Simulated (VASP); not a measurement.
**Mg (a cell with a defect): single point with PBEsol**

Crystal: Mg (a cell with a defect).

```
CELL_PARAMETERS angstrom
6.42000 0.00000 0.00000
-4.81500 8.33982 0.00000
0.00000 0.00000 5.21304
ATOMIC_POSITIONS crystal
Mg 0.01100 0.99722 0.99707
Mg 0.11118 0.21509 0.51291
Mg 0.05146 0.34346 0.01726
Mg 0.25679 0.64926 0.43905
Mg 0.97493 0.62678 0.95841
Mg 0.97317 0.79554 0.46555
Mg 0.46213 0.95507 0.01726
Mg 0.83252 0.36830 0.51807
Mg 0.50259 0.30131 0.99707
Mg 0.54041 0.50299 0.46555
Mg 0.53866 0.67175 0.95841
Mg 0.68106 0.93023 0.51807
Mg 0.40240 0.08343 0.51292
```

The cell was built by a generator and needn't be a form met in nature.

```json
{
  "Program": "VASP 6.6.1",
  "Task": "single point",
  "Functional": "PBEsol",
  "Potentials or basis": "VASP PAW PBE potentials, release 64 (Mg)",
  "Cutoff": "520 eV",
  "k mesh": "3 × 2 × 3",
  "Occupations": "fermi-dirac, width 0.1 eV",
  "Spin": "no spin polarisation"
}
```

```yaml
Pressure: 3.9 GPa
Band_gap_on_the_k_mesh: none (metal or under the smearing width)
```

Stress tensor (GPa, compression positive):
```
5.76 0.61 0.00
0.61 4.93 0.00
0.00 0.00 1.01
```

Levels at points of the mesh, in eV from the Fermi level:
```tsv
k point	band 11	band 12	band 13	band 14	band 15	band 16
(0.00, 0.00, 0.00)	-0.41	0.01	0.11	0.41	0.46	1.24
(0.00, 0.50, 0.00)	-1.01	-0.92	-0.36	-0.36	1.51	1.56
```

Run time: 67 s on 1 thread of Intel(R) Xeon(R) Platinum 8488C (Sapphire Rapids), with other jobs on the host, peak memory 0.35 GiB.

Caveat: the k mesh is coarse (spacing up to 0.40 Å⁻¹), so the values aren't converged; the PAW data sets were made with another functional, which shifts forces and pressure a little.
